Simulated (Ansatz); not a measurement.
Wurtzite MgS, relaxed with r2SCAN: 4 runs in Ansatz, each a calculation of independent-particle optics. Space group P6_3mc (No. 186), hexagonal; conventional cell a = 4.029 Å, c = 6.454 Å, 22.68 Å³ an atom. Around Mg lie 4 S at 2.45–2.46 Å; around S lie 4 Mg at 2.45–2.46 Å. Computed, not measured; no magnetism was allowed, and whether the structure is a known phase isn't checked.

```xyz
4
Lattice="4.0286 0.0000 0.0000 -2.0143 3.4889 0.0000 0.0000 0.0000 6.4544" Properties=species:S:1:pos:R:3 pbc="T T T"
Mg    0.0000    2.3259   -0.0185
Mg    2.0143    1.1630    3.2087
S     0.0000    2.3259    2.4389
S     2.0143    1.1630    5.6661
```

On meshes this coarse, single peaks can be features of the mesh. No local fields, no excitons; the zone sum runs over the cells of the mesh, and ε∞ includes the bands left out of the spectrum. Up to four peaks are listed, those above 15 % of the tallest and inside the complete range; the four can differ from row to row. Rows marked drawn have settings drawn at random (some not listed).

```json
{"functional": "PBE", "k mesh": "6×6×4", "broadening (eV)": "0.1", "scissors (eV)": "0.00", "range (eV)": "0–17", "settings": "chosen", "direct gap on the mesh before scissors (eV)": "3.47", "ε∞ xx": "4.41", "ε∞ yy": "4.41", "ε∞ zz": "4.49", "complete up to (eV)": "17.0", "tallest peaks of mean ε₂ (eV)": "6.05 6.95 7.55 8.05"}
{"functional": "r2SCAN", "k mesh": "6×6×4", "broadening (eV)": "0.1", "scissors (eV)": "0.00", "range (eV)": "0–17", "settings": "chosen", "direct gap on the mesh before scissors (eV)": "4.15", "ε∞ xx": "3.99", "ε∞ yy": "3.99", "ε∞ zz": "4.05", "complete up to (eV)": "17.0", "tallest peaks of mean ε₂ (eV)": "6.60 7.10 8.05 8.65"}
{"functional": "PBE", "k mesh": "6×6×4", "broadening (eV)": "0.1", "scissors (eV)": "1.06 (to HSE06)", "range (eV)": "0–17", "settings": "chosen", "direct gap on the mesh before scissors (eV)": "3.47", "ε∞ xx": "3.96", "ε∞ yy": "3.96", "ε∞ zz": "4.03", "complete up to (eV)": "17.0", "tallest peaks of mean ε₂ (eV)": "7.15 8.00 8.60 9.10"}
{"functional": "LDA", "k mesh": "6×6×4", "broadening (eV)": "0.4", "scissors (eV)": "0.30", "range (eV)": "2–30", "settings": "drawn", "direct gap on the mesh before scissors (eV)": "3.18", "ε∞ xx": "4.50", "ε∞ yy": "4.50", "ε∞ zz": "4.58", "complete up to (eV)": "30.0", "tallest peaks of mean ε₂ (eV)": "6.20 8.20"}
```
